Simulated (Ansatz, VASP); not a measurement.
## BN: VASP beside Ansatz

Contents of POSCAR:

```
BN
1.0
    2.5009753125      0.0000000000      0.0000000000
   -1.2504876563      2.1659081548      0.0000000000
    0.0000000000      0.0000000000      6.8741616654
B N
2 2
Direct
    0.3333333333      0.6666666667      0.2500000000
    0.6666666667      0.3333333333      0.7500000000
    0.3333333333      0.6666666667      0.7500000000
    0.6666666667      0.3333333333      0.2500000000
```

Contents of INCAR.step1:

```
PREC = Accurate ; ENCUT = 520
ISMEAR = 0 ; SIGMA = 0.05
LREAL = False ; LASPH = True
NELM = 60 ; NBANDS = 16
GGA = PE ; ALGO = Normal
EDIFF = 1E-4 ; LWAVE = True
LCHARG = False
```

File INCAR.step2:

```
PREC = Accurate ; ENCUT = 520
EDIFF = 1E-7 ; ISMEAR = 0
SIGMA = 0.05 ; LREAL = False
LASPH = True ; NELM = 60
ALGO = Normal ; ISIF = 2
LWAVE = False ; LCHARG = True
METAGGA = R2SCAN ; LMIXTAU = True
LELF = True ; LVHAR = True
NBANDS = 16 ; ISTART = 1
```

File KPOINTS:

```
Automatic mesh
0
Gamma
  12 12 4
```

Input for Ansatz:

```yaml
crystal:
  lattice:
    - [2.5009753125, 0.0, 0.0]
    - [-1.2504876563, 2.1659081548, 0.0]
    - [0.0, 0.0, 6.8741616654]
  atoms:
    - { symbol: B, position: [0.3333333333, 0.6666666667, 0.25] }
    - { symbol: B, position: [0.6666666667, 0.3333333333, 0.75] }
    - { symbol: "N", position: [0.3333333333, 0.6666666667, 0.75] }
    - { symbol: "N", position: [0.6666666667, 0.3333333333, 0.25] }
basis:
  ecutwfc: 500
kpoints:
  mp_grid: { grid: [12, 12, 4] }
hamiltonian:
  xc: r2scan
scf:
  occupations: { method: gaussian, width: 0.05 }
output:
  forces: true
  stress: true
  eigenvalues: true
  write_density: true
  write_potential: true
  elf: true
  volumetric_format: npy
```

Alike in both runs: task single point; functional r2SCAN; k mesh 12 × 12 × 4; occupations gaussian, width 0.05 eV; no spin polarisation.

```csv
,VASP,Ansatz
version,VASP 6.6.1,Ansatz 0.2.0
potentials or method,"VASP PAW PBE potentials, release 64 (B, N)","scalar-relativistic, plane waves, PAW"
plane-wave cutoff (eV),520,500
valence electrons in the cell,16,16
```

```csv
,VASP,Ansatz,Ansatz less VASP
gap on the k mesh at the Fermi level (eV),4.93,4.89,-0.039
least direct gap on the mesh (eV),5.37,5.31,-0.061
pressure (GPa),0.4,0.0,-0.38
largest component of the traceless stress (GPa),0.61,0.05,-0.564
```

Caveats: the PAW data sets were made with another functional, which shifts forces and pressure a little (VASP). A k mesh can miss the band edges. r2SCAN opens gaps a little over a GGA but as a rule still falls short of measured ones.
